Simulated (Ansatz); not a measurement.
# Trigonal tellurium: revPBE0 after revPBE

How do the levels change when part of the exchange is made exact, and what does it cost? Spin polarisation is left out. The cell comes from an earlier revPBE relaxation. Exact exchange is dear, so the k-mesh is coarse, and revPBE is run on the same mesh for comparison.

Program: Ansatz 0.2.0. Level of theory: DFT, plane waves (420 eV) with PBE-made PAW files, scalar-relativistic; functionals as named at each step. These are calculated values, not measurements.

**1. Starting point**

Symmetry: P3_121, No. 152, trigonal system. Conventional cell: a = 4.747 Å, b = 4.747 Å, c = 5.897 Å, α = 90.00°, β = 90.00°, γ = 120.00°. Te (site symmetry 2) has 2 Te at 2.85 Å as nearest neighbours.

Coordinates:

```
CELL_PARAMETERS angstrom
4.74740 0.00000 0.00000
-2.37370 4.11137 0.00000
0.00000 0.00000 5.89673
ATOMIC_POSITIONS crystal
Te 0.25177 0.00000 0.33333
Te 0.00000 0.25177 0.66667
Te 0.74823 0.74823 0.00000
```

**2. revPBE, coarse mesh**

The run with revPBE.

input.yaml

```yaml
crystal:
  lattice:
    - [4.7473994219, 0.0, 0.0]
    - [-2.3736997109, 4.1113685012, 0.0]
    - [0.0, 0.0, 5.8967267174]
  atoms:
    - { symbol: Te, position: [0.251770737, 0.0, 0.3333333333] }
    - { symbol: Te, position: [1.0, 0.251770737, 0.6666666667] }
    - { symbol: Te, position: [0.748229263, 0.748229263, 0.0] }
hamiltonian:
  xc: revpbe
  pseudopotentials:
    kind: paw
    azcp:
      Te: "pseudopotentials/Te.paw.azcp"
basis:
  ecutwfc: 420
  fft_grid_basis: typed
kpoints:
  mp_grid: { grid: [4, 4, 3], shift: [0, 0, 0] }
magnetization:
  spin_polarized: false
scf:
  occupations: { method: fermi_dirac, width: 0.1 }
```

**3. revPBE0 on the coarse mesh**

The run with revPBE0.

Edit input.yaml of step 2 so:

```diff
@@ -10,3 +10,3 @@
 hamiltonian:
-  xc: revpbe
+  xc: revpbe0
   pseudopotentials:
```

(Steps that only read results are left out.)

**Question.** What will these runs give? Wanted: revPBE: gap; revPBE0: gap.

The runs gave:

| quantity | value |
| --- | --- |
| revPBE: gap | 0.99 eV |
| revPBE0: gap | 2.19 eV |
| revPBE0: SCF cycles, exchange loops | 12, 2 |
| revPBE0: CPU time over that of revPBE | 19 |

**Reading.** The gap goes from 0.99 eV under revPBE to 2.19 eV under revPBE0. The hybrid took 19 times as much CPU time as revPBE on the same settings. revPBE0 needed 2 outer loops of the exchange operator. The cell taken over is 13 % larger than the measured one (33.92 Å³/atom, COD), which weighs on all values here. The mesh holds neither K nor H, where hexagonal and trigonal crystals often have their band edges, so the true gap at this level can be much smaller. Absolute energies differ from functional to functional, by eV per atom at times, and say nothing by themselves.
